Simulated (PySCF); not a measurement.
# Assignment exercise: C$_{6}$H$_{6}$O

Geometry:
| atom | x (Å) | y (Å) | z (Å) |
| --- | --- | --- | --- |
| O1 | 2.476 | -0.199 | 0.106 |
| C2 | 1.124 | -0.099 | 0.047 |
| C3 | 0.398 | -1.272 | -0.124 |
| C4 | -0.983 | -1.219 | -0.190 |
| C5 | -1.654 | -0.007 | -0.088 |
| C6 | -0.923 | 1.158 | 0.082 |
| C7 | 0.461 | 1.119 | 0.150 |
| H8 | 2.853 | 0.677 | 0.226 |
| H9 | 0.932 | -2.211 | -0.202 |
| H10 | -1.543 | -2.138 | -0.323 |
| H11 | -2.735 | 0.027 | -0.141 |
| H12 | -1.432 | 2.112 | 0.164 |
| H13 | 1.029 | 2.035 | 0.284 |

- PBE0-D3(BJ)/def2-TZVP geometry
- shielding tensors at B97-2/pcSseg-2 (GIAO)
- B3LYP/pcJ-2 coupling constants (without the spin–dipole term)
- run in PySCF 2.14.0 with density-fitted response routines
- one computed conformer, relativity neglected, one averaged value for each set of equivalent atoms, isolated molecule

Referencing at the same level of theory: 13C and 1H vs TMS.

Q: Assign these signals to the numbered atoms. 13C{1H} NMR (computed): δ 165.2 (C), 136.7 (CH), 125.6 (CH), 119.5 (CH).

A: 
| δ (ppm) | atoms | environment | reason |
| --- | --- | --- | --- |
| 165.2 | C2 | aromatic carbon bearing oxygen | an ipso carbon deshielded by its heteroatom |
| 136.7 | C4/C6 | aromatic CH | the aromatic region |
| 125.6 | C5 | aromatic CH | – |
| 119.5 | C3/C7 | aromatic CH | π donation from the O or N substituent raises the electron density at positions ortho and para to it |

Q: Assign these signals to the numbered atoms. 1H NMR (400 MHz, computed): δ 7.49 (dd, J = 9.7, 8.8 Hz, 2H), 7.09 (t, J = 8.8 Hz, 1H), 6.92 (d, J = 9.7 Hz, 2H), 4.12 (br s, 1H).

A: 
```tsv
δ (ppm)	atoms	environment	reason
7.49	H10/H12	hydrogen on an aromatic CH	the ring current deshields protons in the ring plane
7.09	H11	hydrogen on an aromatic CH	–
6.92	H9/H13	hydrogen on an aromatic CH	–
4.12	H8	hydrogen on a phenol-type oxygen	labile proton, position sensitive to the medium
```

OH and NH positions are those of a molecule without intermolecular hydrogen bonds; in solution they move with solvent, concentration and temperature, and exchange usually removes their couplings. Splittings below 1 Hz are ignored in the labels, and close J values are merged. Couplings among chemically equivalent protons are left out too, so labels in AA′BB′ or AA′XX′ sets are apparent multiplicities. Shifts are as computed. Against solution values, carbons near 30 ppm lie about +3 ppm off and those near 130 ppm about +7 ppm. Of 1211 compounds with measured shifts, 218 miss one by over three times the rms of a fit or turn the order of signals round; such compounds aren't used in these exercises.
